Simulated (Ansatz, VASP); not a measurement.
Hf: VASP beside Ansatz

```xyz
3
Lattice="4.9739 0.0000 0.0000 -2.4870 4.3076 0.0000 0.0000 0.0000 3.0889" Properties=species:S:1:pos:R:3 pbc="T T T"
Hf    2.4870    1.4359    1.5444
Hf    0.0000    2.8717    1.5444
Hf    0.0000    0.0000    0.0000
```

Alike in both runs: functional r2SCAN; k mesh 12 × 12 × 14; occupations gaussian, width 0.1 eV; no spin polarisation.

Ansatz relaxed the structure, and its values are those at the end. VASP's run is a single point on that final structure, the one shown.

|  | VASP | Ansatz |
| --- | --- | --- |
| version | VASP 6.6.1 | Ansatz 0.2.0 |
| potentials or method | VASP PAW PBE potentials, release 64 (Hf_pv) | scalar-relativistic, plane waves, PAW |
| plane-wave cutoff (eV) | 520 | 500 |
| valence electrons in the cell | 30 | 78 |

Ansatz gave:

| Item | Value |
| --- | --- |
| gap on the k mesh at the Fermi level (eV) | none |
| pressure (GPa) | 0.0 |

Estimate VASP's values.

gap on the k mesh at the Fermi level (eV): none; pressure (GPa): -0.6.

A gap of «none» marks a metal or a gap that the smearing closes. With one functional, cell and mesh, what is left measures potentials, basis and numerics. The two sets of potentials don't hold the same shells in valence.

Caveats: the PAW data sets were made with another functional, which shifts forces and pressure a little (VASP). The runs have no spin-orbit coupling, so splittings on Hf are missing.
